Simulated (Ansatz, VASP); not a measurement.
TaN in VASP and in Ansatz

```
Ta N
1.0
     5.10108    0.00000    0.00000
    -2.55054    4.41767    0.00000
     0.00000    0.00000    2.87646
Ta N
3 3
Direct
  0.00000 0.00000 0.00000
  0.33333 0.66667 0.50000
  0.66667 0.33333 0.50000
  0.50000 0.00000 0.00000
  0.50000 0.50000 0.00000
  0.00000 0.50000 0.00000
```

Alike in both runs: functional LDA; k mesh 5 × 5 × 8; no spin polarisation.

Ansatz relaxed the structure, and its values are those at the end. VASP's run is a single point on that final structure, the one shown.

|  | VASP | Ansatz |
| --- | --- | --- |
| version | VASP 6.6.1 | Ansatz 0.2.0 |
| potentials or method | VASP PAW LDA potentials, release 64 (Ta_pv, N) | plane waves, PAW |
| plane-wave cutoff (eV) | 520 | 420 |
| occupations | fermi-dirac, width 0.1 eV | fermi-dirac |
| valence electrons in the cell | 48 | 54 |

```tsv
	VASP	Ansatz	Ansatz less VASP
pressure (GPa)	12.1	10.0	-2.08
```

The two sets of potentials don't hold the same shells in valence.

The runs have no spin-orbit coupling, so splittings on Ta are missing.
